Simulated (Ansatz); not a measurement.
Wires are cut from relaxed bulk Si2Ni (Fm-3m, 13.47 Å³/atom, gap on the mesh 0.00 eV); atoms and period are relaxed, and energies count from that bulk.

Level of theory: DFT PBE, scalar-relativistic, plane waves, PAW (Ansatz).

Cutoff 420 eV, Gaussian smearing of 0.05 eV, energies at zero smearing, symmetry of each start kept, no spin polarisation.

| start | atoms | k mesh | excess energy (eV per host atom) | line energy (eV/Å) | period (Å) | gap on the mesh (eV) |
| --- | --- | --- | --- | --- | --- | --- |
| [110] wire, 21 host atoms a period | 21 | 1×1×14 | 0.557 | 3.088 | 3.791 | 0 |
| [110] wire, 24 host atoms a period | 24 | 1×1×14 | 0.432 | 2.736 | 3.786 | 0 |

Spin polarisation was left out, and a magnetic state may lie lower.

Each run keeps its start's symmetry and one magnetic start, so lower states can exist.

Cost: 2 runs of about 49 core-minutes in all, on Intel Xeon Processor @ 2.70GHz (shared hosts).